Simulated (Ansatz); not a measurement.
**Ruthenium, bcc: r²SCAN0 at the r²SCAN geometry**

How do the levels change when part of the exchange is made exact, and what does it cost? Spin polarisation is left out. The geometry was relaxed under r²SCAN beforehand and is kept. Exact exchange is dear, so the k-mesh is coarse, and r²SCAN is run on the same mesh for comparison.

Program: Ansatz 0.2.0. Level of theory: DFT, plane waves (500 eV) with PBE-made PAW files, scalar-relativistic; functionals as named at each step. These are calculated values, not measurements.

## 1. The structure to begin with

It takes space group Im-3m (No. 229, cubic). Conventional cell: a = 3.033 Å, b = 3.033 Å, c = 3.033 Å, α = 90.00°, β = 90.00°, γ = 90.00°. Ru (site symmetry m-3m) is surrounded by 8 Ru at 2.63 Å.

As a file:

```xyz
1
Lattice="-1.5163 1.5163 1.5163 1.5163 -1.5163 1.5163 1.5163 1.5163 -1.5163" Properties=species:S:1:pos:R:3 pbc="T T T"
Ru    0.0000    0.0000    0.0000
```

## 2. r²SCAN, coarse mesh

The run with r²SCAN.

Input file input.yaml:

```yaml
crystal:
  lattice:
    - [-1.5162517521, 1.5162517521, 1.5162517521]
    - [1.5162517521, -1.5162517521, 1.5162517521]
    - [1.5162517521, 1.5162517521, -1.5162517521]
  atoms:
    - { symbol: Ru, position: [0.0, 0.0, 0.0] }
hamiltonian:
  xc: r2scan
  pseudopotentials:
    kind: paw
    azcp:
      Ru: "pseudopotentials/Ru.paw.azcp"
basis:
  ecutwfc: 500
  fft_grid_basis: typed
kpoints:
  mp_grid: { grid: [7, 7, 7], shift: [0, 0, 0] }
magnetization:
  spin_polarized: false
scf:
  occupations: { method: fermi_dirac, width: 0.1 }
```

Started as:

```console
$ ansatz run input.yaml --threads 4 --pin off --max-ram 8192MiB --backend cpu --events-out ev --progress --plain --runs-dir out
```

The log of the run (excerpt; [...] marks lines left out):

```text
Warning: RAYON_NUM_THREADS=4 ignored (pool sized by the plan → 4); use --threads N
[...]
Pseudopotentials: kind: paw
Pseudopotential: Ru, paw, valence charge 16, recommended cutoff 500 eV (meta_gga), <dir>
Functional definition: r2SCAN
[...]
Crystal: 1 atoms, lattice volume = 13.944 Å³
Basis set: ecut = 500 eV, 369 PW (Γ), exchange–correlation on 80×80×80 points (64 copies of the dense FFT grid, shifted against one another)
Bands: 12, of which v1, the nominal top of the filled ones, is band 8 counted from 1 (7 counted from 0)
Symmetry: 48 space group operations
Space group: Im-3m (ITA 229), of the structure as read, at distance tolerance 2.4e-5 Å
k-points: 20 of 343
[...]
SCF iter   1: F=—  HF=-5890.087668 eV  |F-HF|=—  |Δ(HF+E_count)|=         —  Δρ=1.79e-2  dr2=8.88e-3  dr2_τ=8.43e-3  ethr=1.77e-3  ⟨swp⟩=5.1  Hψ=1394  notcnv=0
[...]
SCF iter   6: F=-5890.094950 eV  HF=-5890.094950 eV  |F-HF|=9.07e-9  |Δ(HF+E_count)|=   3.27e-7  Δρ=1.94e-5  dr2=1.25e-8  dr2_τ=1.32e-9  ethr=6.25e-10  ⟨swp⟩=2.0  Hψ=484  notcnv=0
[...]
SCF converged after 6 iterations
Free energy (F): -5890.094950 eV
[...]
E sigma→0 (E₀):  -5890.067670 eV
Entropy (-TS):   -0.054560 eV (-54.560 meV/atom)
Fermi energy:    22.760162 eV
[...]
```

Run time: 0.36 s. Hardware: 4 threads of Arm Neoverse V1, shared host; peak memory 0.26 GiB.

## 3. r²SCAN0, coarse mesh

The run with r²SCAN0.

input.yaml: that of step 2 with these lines changed.

```diff
@@ -8,3 +8,3 @@
 hamiltonian:
-  xc: r2scan
+  xc: r2scan0
   pseudopotentials:
@@ -22 +22,6 @@
   occupations: { method: fermi_dirac, width: 0.1 }
+output:
+  write_density: true
+  write_potential: true
+  elf: true
+  volumetric_format: npy
```

Started as:

```console
$ ansatz run input.yaml --threads 4 --pin off --max-ram 8192MiB --backend cpu --events-out ev --progress --plain --runs-dir out
```

The log of the run (excerpt; [...] marks lines left out):

```text
Warning: RAYON_NUM_THREADS=4 ignored (pool sized by the plan → 4); use --threads N
[...]
Pseudopotentials: kind: paw
Pseudopotential: Ru, paw, valence charge 16, recommended cutoff 500 eV (meta_gga), <dir>
Functional definition: r2SCAN0
[...]
Crystal: 1 atoms, lattice volume = 13.944 Å³
Basis set: ecut = 500 eV, 369 PW (Γ), exchange–correlation on 80×80×80 points (64 copies of the dense FFT grid, shifted against one another)
Bands: 12, of which v1, the nominal top of the filled ones, is band 8 counted from 1 (7 counted from 0)
Symmetry: 48 space group operations
Space group: Im-3m (ITA 229), of the structure as read, at distance tolerance 2.4e-5 Å
k-points: 20 of 343
[...]
SCF iter   1: F=—  HF=-5890.088676 eV  |F-HF|=—  |Δ(HF+E_count)|=         —  Δρ=1.82e-2  dr2=9.90e-3  dr2_τ=8.76e-3  ethr=1.77e-3  ⟨swp⟩=6.5  Hψ=968  notcnv=0
[...]
Frozen-core exchange: fock
[...]
hybrid outer 1: dexx = +1.472e-2 eV, tail = 1.07e-2 eV
[...]
hybrid outer 4: dexx = +1.356e-8 eV, tail = 9.44e-9 eV, Δε = 2.67e-4 eV (about 8.85e-5 eV left of the loop's levels)
hybrid SCF converged: 4 outer / 14 inner (+7 warm-up), last move |dexx| = 1.36e-8 eV, tail = 9.44e-9 eV
Stability not checked: this state was not tested for a lower state beside it, because the functional holds exact exchange (a hybrid, or Hartree-Fock), whose exchange loop this test does not read (fock_operator; see scf.lower_state_search)
Free energy (F): -5888.210903 eV
Frozen-core exchange: fock
[...]
E sigma→0 (E₀):  -5888.205018 eV
Entropy (-TS):   -0.011770 eV (-11.770 meV/atom)
Fermi energy:    22.475769 eV
[...]
--- Band table (eV; the first three rows and the last of 20) ---
  k-point 0: bands = ["-56.9735", "-24.2930", "-24.2930", "-24.2930", "12.8988", "18.4356", "18.4356", "18.4356", "22.9660", "22.9660", "41.4162"]
[...]
  guard bands above this table: 1 of the run's 12 bands, where the rule asks 2: the bands that hold charge and the lowest empty level above them stay in the table. The solve was not asked for them (output.publish_guard_bands: true or output.eigenvalues: true publishes all)
```

It took 4.4 s on 4 threads of Arm Neoverse V1, shared host; peak memory 0.72 GiB.

Axes a, b and c in the maps are those of this run's conventional cell (a, b, c = 3.033, 3.033, 3.033 Å).

Density in a lattice plane of the grid's cell (edges 3.03 and 3.03 Å, at 0.000 of the third edge), which holds Ru.

Ten even steps from ' ' (0.26 e/Å³) to '@' (10.01 e/Å³):
```
@@@@%%##++--..                      ..--++##%%@@
%%%%##**==::..                      ..::==**##%%
****++==--::                          ::--==++**
==----::....                          ....::----
........                                  ......
                                                
                                                
                                                
                                                
                                                
                                                
                                                
                                                
                                                
........                                  ......
==----::....                          ....::----
****++==--::                          ::--==++**
%%%%##**==::..                      ..::==**##%%
@@@@%%##++--..                      ..--++##%%@@
@@@@@@%%++--....                  ....--++%%@@@@
```
Columns run along the first of these edges and rows up along the second, over one cell in 24 and 20 even steps from the bottom left corner. Atoms in the plane (fractional): Ru at (0.00, 0.00).

ELF in the same plane.

Ten even steps from ' ' (0.14) to '@' (0.67):
```
::==**@@@@%%++::..  ..::--::..  ..::++%%@@@@**==
**##%%@@@@##++::..  ..::--::..  ..::++##@@@@%%##
%%@@@@@@%%**==::....::------::....::==**%%@@@@@@
%%%%%%%%**==::......::------::......::==**%%%%%%
++++++==--::......::::------::::......::--==++++
::::::::......::::::----------::::::......::::::
  ..........::::::--------------::::::..........
........::::::----------------------::::::......
::::::::----------------------------------::::::
------------------------------------------------
::::::::----------------------------------::::::
........::::::----------------------::::::......
  ..........::::::--------------::::::..........
::::::::......::::::----------::::::......::::::
++++++==--::......::::------::::......::--==++++
%%%%%%%%**==::......::------::......::==**%%%%%%
%%@@@@@@%%**==::....::------::....::==**%%@@@@@@
**##%%@@@@##++::..  ..::--::..  ..::++##@@@@%%##
::==**@@@@%%++::..  ..::--::..  ..::++%%@@@@**==
  ::++%%%%%%++--..  ..::--::..  ..--++%%%%%%++::
```
Columns run along the first of these edges and rows up along the second, over one cell in 24 and 20 even steps from the bottom left corner. Atoms in the plane (fractional): Ru at (0.00, 0.00).

Both are smooth fields of the valence electrons: close to the nuclei they are not physical.

## 4. Side by side

```
functional               gap on the mesh  Fermi energy (eV)  SCF cycles  exchange loops  CPU time
    r²SCAN  none (levels filled in part)             22.760           6               -    0.81 s
   r²SCAN0  none (levels filled in part)             22.476          21               4      13 s
```

## 5. What came out

| quantity | value |
| --- | --- |
| r²SCAN: gap | none (levels filled in part) |
| r²SCAN0: gap | none (levels filled in part) |
| r²SCAN0: SCF cycles, exchange loops | 21, 4 |
| r²SCAN0: CPU time over that of r²SCAN | 16 |

What this shows: Neither r²SCAN nor r²SCAN0 shows a clean gap on this mesh. The hybrid took 16 times as much CPU time as r²SCAN on the same settings. r²SCAN0 needed 4 outer loops of the exchange operator. The total energies in the logs cannot be compared from one functional to another.
